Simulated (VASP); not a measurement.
Mg: single point with RPBE

Crystal: Mg.

```
Mg
1.0
    -1.77276    1.77276    1.77276
     1.77276   -1.77276    1.77276
     1.77276    1.77276   -1.77276
Mg
1
Direct
  0.00000 0.00000 0.00000
```

This isn't the form of Mg at room conditions, which is hcp.

| Quantity | Value |
| --- | --- |
| Program | VASP 6.6.1 |
| Task | single point |
| Functional | RPBE |
| Potentials or basis | VASP PAW PBE potentials, release 64 (Mg_GW) |
| Cutoff | 550 eV |
| k mesh | 11 × 11 × 11 |
| Occupations | gaussian, width 0.05 eV |
| Spin | no spin polarisation |

The pressure is 2.0 GPa. The band gap on the k mesh is none (metal or under the smearing width).

Levels at points of the mesh, in eV from the Fermi level:
```
           k point  band 1  band 2  band 3  band 4  band 5
(0.00, 0.00, 0.00)   -7.09   13.25   13.25   13.25   15.25
```

It took 7.9 s on 1 thread of Intel(R) Xeon(R) 6975P-C (Granite Rapids) (shared host), peak memory 0.13 GiB.

Caveat: the PAW data sets were made with another functional, which shifts forces and pressure a little.
